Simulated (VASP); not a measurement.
# RbBr (Pm-3m) in VASP: a series of runs, part 3 of 3

VASP 6.6.1. Earlier steps stand in the parts before.

## Step 5: Single point, r2SCAN

INCAR

```
PREC     = Accurate       # precision mode
ENCUT    = 300            # plane-wave cutoff, eV
EDIFF    = 1E-6           # SCF threshold, eV
ISMEAR   = 0              # smearing method
SIGMA    = 0.05           # smearing width, eV
LREAL    = F              # projectors in reciprocal space
LASPH    = T              # aspherical terms in the spheres
NELM     = 100            # most SCF steps
ALGO     = Normal         # electronic algorithm
ISIF     = 2              # what is computed and relaxed
LWAVE    = F              # write WAVECAR
LCHARG   = F              # write CHGCAR
METAGGA  = R2SCAN         # meta-GGA
LMIXTAU  = T            
ADDGRID  = F
```

KPOINTS

```
Automatic mesh
0
Gamma
  5 5 5
```

POSCAR

```
RbBr
1.0
    4.1260773000      0.0000000000      0.0000000000
    0.0000000000      4.1260773000      0.0000000000
    0.0000000000      0.0000000000      4.1260773000
Rb Br
1 1
Direct
    0.0000000000      0.0000000000      0.0000000000
    0.5000000000      0.5000000000      0.5000000000
```

Potentials or basis: VASP PAW PBE potentials, release 64 (Rb_sv, Br).

The run is started by

```sh
$ cat potpaw_PBE.64/Rb_sv/POTCAR potpaw_PBE.64/Br/POTCAR > POTCAR
$ mpirun -np 1 vasp_std > vasp.out
```

OUTCAR:

```text
PREC = Accurate
   ENCUT = 300
   EDIFF = 1E-6
   ISMEAR = 0
   LREAL = F
   LASPH = T
   NELM = 100
   ISIF = 2
   METAGGA = R2SCAN

 Found     10 irreducible k-points:

 Following reciprocal coordinates:
            Coordinates               Weight
  0.000000  0.000000  0.000000      1.000000
  0.200000  0.000000  0.000000      6.000000
  0.400000  0.000000  0.000000      6.000000
  0.200000  0.200000  0.000000     12.000000
  0.400000  0.200000  0.000000     24.000000
  0.400000  0.400000  0.000000     12.000000
   k-points           NKPTS =     10   k-points in BZ     NKDIM =     10   number of bands    NBANDS=     12
   number of dos      NEDOS =    301   number of ions     NIONS =      2
   total plane-waves  NPLWV =  13824
   dimension x,y,z NGX =    24 NGY =   24 NGZ =   24
   dimension x,y,z NGXF=    48 NGYF=   48 NGZF=   48
   ions per type =               1   1
   NGX,Y,Z   is equivalent  to a cutoff of   9.67,  9.67,  9.67 a.u.
   NGXF,Y,Z  is equivalent  to a cutoff of  19.34, 19.34, 19.34 a.u.
 SYSTEM =  unknown system
   PREC   = accura    normal or accurate (medium, high low for compatibility)
   ISTART =      0    job   : 0-new  1-cont  2-samecut
   ICHARG =      2    charge: 1-file 2-atom 10-const
   ISPIN  =      1    spin polarized calculation?
   LNONCOLLINEAR =      F non collinear calculations
   LSORBIT =      F    spin-orbit coupling
   LASPH  =      T    aspherical Exc in radial PAW
   ENCUT  =  300.0 eV  22.05 Ry    4.70 a.u.   5.83  5.83  5.83*2*pi/ulx,y,z
   NELM   =    100;   NELMIN=  2; NELMDL= -5     # of ELM steps
   EDIFF  = 0.1E-05   stopping-criterion for ELM
   LREAL  =      F    real-space projection
   EDIFFG = 0.1E-04   stopping-criterion for IOM
   NSW    =      0    number of steps for IOM
   IBRION =     -1    ionic relax: 0-MD 1-quasi-New 2-CG
   NFREE  =      0    steps in history (QN), initial steepest desc. (CG)
   ISIF   =      2    stress and relaxation
   ISYM   =      2    0-nonsym 1-usesym 2-fastsym
   POTIM  = 0.5000    time-step for ionic-motion
   TEBEG  =    0.0;   TEEND  =   0.0 temperature during run
   PSTRESS=    0.0 pullay stress
   NELECT =      16.0000    total number of electrons
   NUPDOWN=      -1.0000    fix difference up-down
   EMIN   =  10.00;   EMAX   =-10.00  energy-range for DOS
   EFERMI =   0.00;   METHOD = LEGACY
   ISMEAR =     0;   SIGMA  =   0.05  broadening in eV -4-tet -1-fermi 0-gaus
   EFERMI_NEDOS =   21; number of points for ismear=-14 and -15
   IALGO  =     38    algorithm
   IMIX   =      4    mixing-type and parameters
     AMIX     =   0.40;   BMIX     =  1.00
     AMIX_MAG =   1.60;   BMIX_MAG =  1.00
  volume/ion in A,a.u.               =      35.12       237.02
  Fermi-wavevector in a.u.,A,eV,Ry     =   0.999795  1.889338 13.600238  0.999589
  Thomas-Fermi vector in A             =   2.132108
   LORBIT       =      0    0 simple, 1 ext, 2 COOP (PROOUT), +10 PAW based schemes
   METAGGA = R2SCAN    functional components
   LHFCALC =     F    Hartree Fock is set to
   AEXX    =    0.0000 exact exchange contribution
   IVDW    =     0    specifies the selected vdW correction
   LEPSILON=     F    determine dielectric tensor
   LRPA    =     F    only Hartree local field effects (RPA)
 non-spin polarized calculation
 Gauss-broadening in eV      SIGMA  =   0.05
  energy-cutoff  :      300.00
  volume of cell :       70.24
 maximum number of plane-waves:       835
 NGX is ok and might be reduce to    24
   NGX = 11   NGY = 11   NGZ = 11

 number of electron      16.0000017 magnetization

 Free energy of the ion-electron system (eV)
  ---------------------------------------------------
  ext. energy  EPLUGINS =         0.00000000
  ---------------------------------------------------
  free energy    TOTEN  =       -31.10920370 eV

  energy without entropy =      -31.10920370  energy(sigma->0) =      -31.10920370

 E-fermi :  -0.8293     XC(G=0):  -8.3258

 val. band max:       -1.0926767443   @ k =   0.4000   0.4000   0.0000
 cond. band min:       3.7823515088   @ k =   0.0000   0.0000   0.0000
 fundamental gap:      4.8750282530
 Fermi energy:        -0.8292953963

 k-point     1 :       0.0000    0.0000    0.0000
  band No.  band energies     occupation
      1     -26.9368      2.00000
      2     -14.1084      2.00000
      3     -10.3747      2.00000
      4     -10.3747      2.00000
      5     -10.3747      2.00000
      6      -1.2046      2.00000
      7      -1.2046      2.00000
      8      -1.2046      2.00000
      9       3.7824      0.00000
     10       5.0655      0.00000
     11       5.0655      0.00000
     12       9.6732      0.00000

 k-point     2 :       0.2000    0.0000    0.0000
  band No.  band energies     occupation
      1     -26.9296      2.00000
      2     -14.1049      2.00000
      3     -10.4222      2.00000
      4     -10.3585      2.00000
      5     -10.3585      2.00000
      6      -1.8454      2.00000
      7      -1.2277      2.00000
      8      -1.2277      2.00000
      9       4.6625      0.00000
     10       5.3730      0.00000
     11       5.9229      0.00000
     12       9.5022      0.00000

 k-point     3 :       0.4000    0.0000    0.0000
  band No.  band energies     occupation
      1     -26.9179      2.00000
      2     -14.1020      2.00000
      3     -10.4874      2.00000
      4     -10.3318      2.00000
      5     -10.3318      2.00000
      6      -2.6363      2.00000
      7      -1.2672      2.00000
      8      -1.2672      2.00000
      9       6.1619      0.00000
     10       6.2910      0.00000
     11       7.2525      0.00000
     12       8.7059      0.00000

 k-point     4 :       0.2000    0.2000    0.0000
  band No.  band energies     occupation
      1     -26.9227      2.00000
      2     -14.0813      2.00000
      3     -10.4824      2.00000
      4     -10.3813      2.00000
      5     -10.3440      2.00000
      6      -1.9158      2.00000
      7      -1.5917      2.00000
      8      -1.2174      2.00000
      9       5.2333      0.00000
     10       5.8069      0.00000
     11       6.4669      0.00000
     12       8.7572      0.00000

 k-point     5 :       0.4000    0.2000    0.0000
  band No.  band energies     occupation
      1     -26.9113      2.00000
      2     -14.0446      2.00000
      3     -10.5500      2.00000
      4     -10.4404      2.00000
      5     -10.3204      2.00000
      6      -2.4467      2.00000
      7      -1.6133      2.00000
      8      -1.2025      2.00000
      9       5.9557      0.00000
     10       6.3414      0.00000
     11       7.5852      0.00000
     12       8.5200      0.00000

 k-point     6 :       0.4000    0.4000    0.0000
  band No.  band energies     occupation
      1     -26.9006      2.00000
      2     -13.9467      2.00000
      3     -10.6526      2.00000
      4     -10.6117      2.00000
      5     -10.3015      2.00000
      6      -2.1613      2.00000
      7      -2.0500      2.00000
      8      -1.0927      2.00000
      9       5.1665      0.00000
     10       6.0264      0.00000
     11       7.7593      0.00000
     12       8.0134      0.00000

 [... further k-points ...]

------------------------ aborting loop because EDIFF is reached ----------------------------------------

  FORCE on cell =-STRESS in cart. coord.  units (eV):
  Direction    XX          YY          ZZ          XY          YZ          ZX
  --------------------------------------------------------------------------------------
  -------------------------------------------------------------------------------------
  Total        0.0149910      0.0149910      0.0149910     -0.0000000      0.0000000      0.0000000
  in kB        0.3419230      0.3419230      0.3419230     -0.0000000      0.0000000      0.0000000
  external PRESSURE =       0.3419230 kB  Pullay stress =       0.0000000 kB

 VOLUME and BASIS-vectors are now :
 -----------------------------------------------------------------------------
  energy-cutoff  :      300.00
  volume of cell :       70.24
      direct lattice vectors                 reciprocal lattice vectors
     4.126077300  0.000000000  0.000000000     0.242360947  0.000000000  0.000000000
     0.000000000  4.126077300  0.000000000     0.000000000  0.242360947  0.000000000
     0.000000000  0.000000000  4.126077300     0.000000000  0.000000000  0.242360947

 POSITION                                       TOTAL-FORCE (eV/Angst)
 -----------------------------------------------------------------------------------
      0.00000      0.00000      0.00000         0.000000      0.000000      0.000000
      2.06304      2.06304      2.06304         0.000000      0.000000      0.000000
 -----------------------------------------------------------------------------------
    total drift:                                0.000000      0.000000     -0.000000

  FREE ENERGIE OF THE ION-ELECTRON SYSTEM (eV)
  ---------------------------------------------------
  free  energy   TOTEN  =       -31.1092036958 eV

  energy  without entropy=      -31.1092036958  energy(sigma->0) =      -31.10920370
```

Wall time 11 s (1 thread of Intel Xeon 6975P-C (Granite Rapids), shared host); peak memory 0.13 GiB.

The run converged, but some of its settings lie outside the range that counts as converged, so its numbers aren't taken as properties of the crystal.

What came out:

- Free energy: -31.1092 eV
- Pressure: 0.0 GPa
- Band gap on the k mesh: 4.88 eV, indirect (least direct gap 4.99 eV)

Caveat: the PAW data sets were made with another functional, which shifts forces and pressure a little; an odd mesh through Γ misses points on the zone boundary, where band edges often lie.

## Step 6: Single point, r2SCAN

INCAR: that of step 5 with these lines changed.

```diff
@@ -1,3 +1,3 @@
 PREC     = Accurate       # precision mode
-ENCUT    = 300            # plane-wave cutoff, eV
+ENCUT    = 350            # plane-wave cutoff, eV
 EDIFF    = 1E-6           # SCF threshold, eV
```

KPOINTS is that of step 5.

POSCAR is that of step 5.

Potentials or basis: VASP PAW PBE potentials, release 64 (Rb_sv, Br).

The run is started by

```sh
$ cat potpaw_PBE.64/Rb_sv/POTCAR potpaw_PBE.64/Br/POTCAR > POTCAR
$ mpirun -np 1 vasp_std > vasp.out
```

Wall time 17 s (1 thread of Intel Xeon 6975P-C (Granite Rapids), shared host); peak memory 0.16 GiB.

The run converged, but some of its settings lie outside the range that counts as converged, so its numbers aren't taken as properties of the crystal.

What came out:

```
Free energy            : -31.1097 eV
Pressure               : 0.0 GPa
Band gap on the k mesh : 4.87 eV, indirect (least direct gap 4.98 eV)
```

Caveat: the PAW data sets were made with another functional, which shifts forces and pressure a little; an odd mesh through Γ misses points on the zone boundary, where band edges often lie.

## Step 7: For comparison

An earlier run on the cell as given: functional PBE; potentials or basis VASP PAW PBE potentials, release 64 (Rb_sv, Br); cutoff 520 eV; k mesh 7 × 7 × 7; occupations fermi-dirac, width 0.05 eV; no spin polarisation.

* Pressure: 0.8 GPa
* Band gap on the k mesh: 4.10 eV, indirect (least direct gap 4.23 eV)
